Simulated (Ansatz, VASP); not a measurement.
Two plane-wave programs on KCl

The input INCAR:

```
SYSTEM = KCl
PREC = Accurate
ENCUT = 520
EDIFF = 1E-8
ISMEAR = -1
SIGMA = 0.02
LREAL = .FALSE.
LASPH = .TRUE.
NELM = 100
ALGO = Normal
ISIF = 2
LWAVE = .FALSE.
LCHARG = .FALSE.
GGA = PS
LEFG = .TRUE.
NBANDS = 15
```

The input KPOINTS:

```
Automatic mesh
0
G
  7 7 7
  0 0 0
```

POSCAR

```
KCl
1.0
    3.6340000000      0.0363400000      0.0363400000
    0.0363400000      3.6340000000      0.0363400000
    0.0363400000      0.0363400000      3.6340000000
K Cl
1 1
Direct
    0.0000000000      0.0000000000      0.0000000000
    0.5000000000      0.5000000000      0.5000000000
```

Input for Ansatz:

```yaml
crystal:
  lattice:
    - [3.634, 0.03634, 0.03634]
    - [0.03634, 3.634, 0.03634]
    - [0.03634, 0.03634, 3.634]
  atoms:
    - { symbol: K, position: [0.0, 0.0, 0.0] }
    - { symbol: Cl, position: [0.5, 0.5, 0.5] }
kpoints:
  mp_grid: { grid: [7, 7, 7] }
scf:
  occupations: { method: fermi_dirac, width: 0.02 }
hamiltonian:
  xc: pbesol
  pseudopotentials: { kind: paw }
output:
  forces: true
  stress: true
  eigenvalues: true
  efg: { contact_densities: true }
```

Change from the starting cell: equal xy, yz and zx shear strains of +2 %, PAW files.

Alike in both runs: task electric field gradients; functional PBEsol; k mesh 7 × 7 × 7; occupations fermi-dirac, width 0.02 eV; no spin polarisation.

```csv
,VASP,Ansatz
version,VASP 6.6.1,Ansatz 0.2.0
potentials or method,"VASP PAW PBE potentials, release 64 (K_sv, Cl)","PAW with Ansatz's default frozen-core files, scalar-relativistic"
plane-wave cutoff (eV),520,420
valence electrons in the cell,16,16
```

|  | VASP | Ansatz | Ansatz less VASP |
| --- | --- | --- | --- |
| gap on the k mesh at the Fermi level (eV) | 5.40 | 5.40 | +0.005 |
| pressure (GPa) | 2.4 | 2.3 | -0.09 |
| largest component of the traceless stress (GPa) | 0.24 | 0.23 | -0.008 |
| Vzz of the field gradient on the site that differs most (V/Å²) | 1.2 | 1.1 | -0.08 |

With one functional, cell and mesh, what is left measures potentials, basis and numerics.

Caveats: the PAW data sets were made with another functional, which shifts forces and pressure a little (VASP); an odd mesh through Γ misses points on the zone boundary, where band edges often lie.
